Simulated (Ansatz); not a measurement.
# Au, diamond: how the functional moves the structure

All rows: Ansatz, plane waves with scalar-relativistic PAW, 420 eV (500 eV for the SCAN forms), relaxed under each functional, no dispersion correction, no zero-point motion. B₀ comes from uniform scaling at fixed shape; a dash is a value not given.

| functional | V (Å³/atom) | cell | B₀ (GPa) | magnetic state | ΔE to fcc (meV/atom) |
| --- | --- | --- | --- | --- | --- |
| PBE | 29.22 | a = 6.160 Å | 53 | spin not included | 715 |
| r²SCAN | 27.99 | a = 6.073 Å | 65 | spin not included | 799 |
| PBEsol | 27.33 | a = 6.024 Å | 69 | spin not included | 943 |
| LDA | 26.37 | a = 5.953 Å | 81 | spin not included | 1006 |
| RPBE | 30.74 | a = 6.265 Å | 41 | spin not included | 580 |
| BLYP | 31.38 | a = 6.308 Å | 42 | spin not included | 345 |

Q: What does revPBE give?

A: V (Å³/atom): 30.26; cell: a = 6.232 Å; B₀ (GPa): 44; magnetic state: spin not included; ΔE to fcc (meV/atom): 618.
